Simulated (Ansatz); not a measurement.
# Spin–orbit splittings in Sr

```xyz
1
Lattice="-2.4250 2.4250 2.4250 2.4250 -2.4250 2.4250 2.4250 2.4250 -2.4250" Properties=species:S:1:pos:R:3 pbc="T T T"
Sr    0.0000    0.0000    0.0000
```

The cell is a measured one (Crystallography Open Database entry 9008551); the temperature and pressure of the measurement aren't taken into account, and nothing was relaxed. It was measured hot, at 887 K.

All numbers are computed: DFT, PBE, all-electron LAPW, scalar-relativistic (Ansatz 0.2.0); DFT, PBE, all-electron LAPW, Dirac equation with spin-orbit coupling (Ansatz 0.2.0).

Settings: a Γ-centred 12×12×12 k mesh, Fermi–Dirac smearing of 0.05 eV, basis error target 0.25 meV/atom, no spin polarisation.

Levels between -8 and 2 eV, each run counted from its own valence-band top where it has a gap, else its Fermi level. Scalar levels are listed once for both spins; with the coupling every spinor state is counted. Levels near the edges of the range can cross them.

(1) At P (0.250, 0.250, 0.250) the scalar-relativistic levels are 0.31 (×3). What are they with spin–orbit coupling?

Answers

(1) 0.26 (×2), 0.34 (×4).
